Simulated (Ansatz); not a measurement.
**Structure relaxation of TiSi2**

All numbers below come from DFT PBE, scalar-relativistic, plane waves, PAW in Ansatz 0.2.0. Cutoff 420 eV, Γ-centred k mesh, Gaussian smearing, no spin polarisation in the final step.

The start puts TiSi2 on the cubic Laves (C15) structure type (Fd-3m, No. 227), with Ti in place of Mg, Si in place of Cu, at a guessed volume.

```xyz
6
Lattice="0.0000 3.4970 3.4970 3.4970 0.0000 3.4970 3.4970 3.4970 0.0000" Properties=species:S:1:pos:R:3 pbc="T T T"
Ti    0.0000    0.0000    0.0000
Ti    1.7485    1.7485    1.7485
Si    4.3712    4.3712    4.3712
Si    4.3712    2.6227    2.6227
Si    2.6227    2.6227    4.3712
Si    2.6227    4.3712    2.6227
```

Cell and atoms relax at zero pressure; the relaxation can't lower the symmetry of the start. After a coarse first stage the cell is made exact in the group found at 0.06 Å.

Formation energies are uncorrected and refer to the elements' standard structures at the same level.

(1) Describe the relaxed structure.

(2) What are its volume, energy, density and gap?

Results:

(1) It keeps Fd-3m (No. 227). The result has the cubic Laves (C15) structure. Conventional cell: a = 6.925 Å. Ti has 12 Si at 2.87 Å and 4 Ti at 3.00 Å; around Si lie 6 Si at 2.45 Å and 6 Ti at 2.87 Å.

```
Ti Si
1.0
     0.00000    3.46228    3.46228
     3.46228    0.00000    3.46228
     3.46228    3.46228    0.00000
Ti Si
2 4
Direct
  0.00000 0.00000 0.00000
  0.25000 0.25000 0.25000
  0.62500 0.62500 0.62500
  0.12500 0.62500 0.62500
  0.62500 0.62500 0.12500
  0.62500 0.12500 0.62500
```

(2) The volume per atom is 13.83 Å³, the density is 4.16 g/cm³ and the energy over the elements is -0.13 eV/atom. The gap on the 10×10×10 mesh is 0 eV (a metal).

The final run used a 10×10×10 mesh on its 6-atom cell and 0.10 eV smearing. For metals, differences of a few meV/atom aren't resolved. A structure relaxed within its symmetry needn't be a true minimum.

Cost: 3 runs of about 0.57 core-minutes in all, on Arm Neoverse V2 (shared hosts).